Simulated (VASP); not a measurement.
A run of VASP 6.6.1:

INCAR

```
  ALGO = Normal
  EDIFF = 1E-7
  EDIFFG = -0.005
  ENCUT = 520
  GGA = PE
  IBRION = 2
  ISIF = 3
  ISMEAR = 0
  LASPH = True
  LCHARG = False
  LREAL = False
  LWAVE = False
  NELM = 120
  NSW = 60
  POTIM = 0.3
  PREC = Accurate
  SIGMA = 0.1
```

The input KPOINTS:

```
k-points
0
Gamma
  12 12 12
```

Contents of POSCAR:

```
Sr                                      
1.0
   -0.0000000000      3.0150010401      3.0150010401
    3.0150010401      0.0000000000      3.0150010401
    3.0150010401      3.0150010401      0.0000000000
  Sr            
     1
Direct
     0.0000000000000000    0.0000000000000000    0.0000000000000000
```

Potentials or basis: VASP PAW PBE potentials, release 64 (Sr_sv).

Run with:

```bash
$ cat potpaw_PBE.64/Sr_sv/POTCAR > POTCAR
$ mpirun -np 1 vasp_std > vasp.out
```

Hardware: 1 thread of AMD EPYC 9R45 (Zen 5) (shared host).

Question: How long does it take, and how much memory?

Answer: It took 19 s on 1 thread of AMD EPYC 9R45 (Zen 5), with other jobs on the host, peak memory 0.16 GiB. Counts: scf iterations 13, k points 72, ion steps 1.
